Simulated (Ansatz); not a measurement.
# BeS: the cost of one run

Computed with Ansatz 0.2.0 (DFT r2SCAN, scalar-relativistic, plane waves, PAW).

### 1 Starting point

The structure is cubic, space group F-43m (No. 216). Conventional cell: a = 4.876 Å, b = 4.876 Å, c = 4.876 Å, α = 90.00°, β = 90.00°, γ = 90.00°. Be (site symmetry -43m) has 4 S at 2.11 Å as nearest neighbours. S (site symmetry -43m) has 4 Be at 2.11 Å as nearest neighbours.

Coordinates:

```
Be S
1.0
     0.00000    2.43807    2.43807
     2.43807    0.00000    2.43807
     2.43807    2.43807    0.00000
Be S
1 1
Direct
  0.00000 0.00000 0.00000
  0.75000 0.75000 0.75000
```

The cell was relaxed beforehand at this level, from a database cell with other species swapped in; it needn't be the stable form of this composition. At a tolerance of 0.02 Å it has space group F-43m (No. 216); it has 14.49 Å³/atom, an uncorrected energy of -1.07 eV/atom over the elements and, on its mesh, gap 3.15 eV.

### 2 The same geometry with r2SCAN

Contents of input.yaml:

```yaml
crystal:
  lattice:
    - [0.0, 2.4380675047, 2.4380675047]
    - [2.4380675047, 0.0, 2.4380675047]
    - [2.4380675047, 2.4380675047, 0.0]
  atoms:
    - { symbol: Be, position: [0.0, 0.0, 0.0] }
    - { symbol: S, position: [0.75, 0.75, 0.75] }
basis:
  ecutwfc: 500
kpoints:
  mp_grid: { grid: [8, 8, 8] }
  band_path:
    path:
      - [[0.0, 0.0, 0.0], [-0.5, -0.5, 0.0], [-0.375, -0.375, 0.25]]
      - [[-0.375, 0.0, 0.375], [0.0, 0.0, 0.0], [0.0, 0.0, 0.5], [-0.5, -0.25, 0.25], [-0.5, -0.5, 0.0]]
    npoints: 14
hamiltonian:
  xc: r2scan
scf:
  occupations: { method: gaussian, width: 0.02 }
  n_extra_bands: 6
output:
  forces: true
  stress: true
  eigenvalues: true
  populations: true
  dos: { projected: true, de: 0.02, nscf_kmesh: { grid: [12, 12, 12] } }
  bader: true
  write_density: true
  write_potential: true
  elf: true
  volumetric_format: npy
```

Launch:

```bash
$ ansatz run input.yaml --threads 1 --pin off --max-ram 2048MiB --backend cpu --events-out ev --progress --plain --runs-dir out
```

What time and memory should one allow on 1 thread of Intel Xeon 6975P-C (Granite Rapids), shared host?

About 16 s, with a peak of 0.4 GiB.
